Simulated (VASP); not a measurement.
Set up this calculation in VASP 6.6.1, as the native input.

```
Task                   : single point
Functional             : PBE
Potentials or basis    : VASP PAW PBE potentials, release 64 (Mo_sv, S)
Cutoff                 : 520 eV
k mesh                 : 5 × 5 × 4
Occupations            : gaussian, width 0.05 eV
Spin                   : collinear spin, antiferromagnetic start
Starting moments       : [1.0, -1.0, 0.0, 0.0, 0.0, 0.0] μB
Hubbard terms          : Mo d U = 2 eV
Supercell matrix       : [0, 1, 1, 1, 0, 1, 1, 1, 0]
Further INCAR settings : ALGO = Normal; EDIFF = 1e-06
```

The structure of MoS2 lies in POSCAR:

```
MoS2
1.0
    3.1448932800      1.9297820300      4.4393295900
    3.1448932800     -1.9297820300      4.4393295900
    6.2959850400      0.0000000000      0.0000000000
Mo S
2 4
Direct
    0.0000000000      0.0000000000      0.0000000000
    0.5000000000      0.5000000000      0.5000000000
    0.1444500000      0.1444500000      0.5434500000
    0.6444500000      0.6444500000      0.0434500000
    0.3555500000      0.3555500000      0.9565500000
    0.8555500000      0.8555500000      0.4565500000
```

The cell comes from a database or a generator and needn't be the stable form of this composition.

One way to write it, as run:

INCAR

```
PREC = Accurate ; ENCUT = 520
EDIFF = 1E-6 ; ISMEAR = 0
SIGMA = 0.05 ; LREAL = False
LASPH = True ; NELM = 100
ALGO = Normal ; ISIF = 2
LWAVE = False ; LCHARG = False
ISPIN = 2 ; MAGMOM = 1 -1 0 0 0 0
LORBIT = 11 ; LMAXMIX = 4
LDAU = True ; LDAUTYPE = 2
LDAUL = 2 -1 ; LDAUU = 2 0
LDAUJ = 0 0 ; LDAUPRINT = 1
GGA = PE
```

KPOINTS

```
Automatic mesh
0
Gamma
  5 5 4
```

Potentials or basis: VASP PAW PBE potentials, release 64 (Mo_sv, S).

Launch:

```sh
$ cat potpaw_PBE.64/Mo_sv/POTCAR potpaw_PBE.64/S/POTCAR > POTCAR
$ mpirun -np 1 vasp_std > vasp.out
```

Results of the run:

- Pressure: 3.7 GPa
- Largest force: 1.482 eV/Å
- Band gap on the k mesh: none (metal or under the smearing width)
- Net moment: 0.00 μB per cell
- Site moments: Mo +1.93, -1.93; S -0.04, +0.04 μB
- Valence electrons inside the program's atomic spheres: Mo 12.18; S 3.69

Caveat: forces of over 1 eV/Å show positions far from the minimum, so gaps and moduli don't describe the material at rest.

It took 9.6 min on 1 thread of AMD EPYC 7R43 64-Core Processor (Zen 3), with other jobs on the host, peak memory 0.44 GiB.
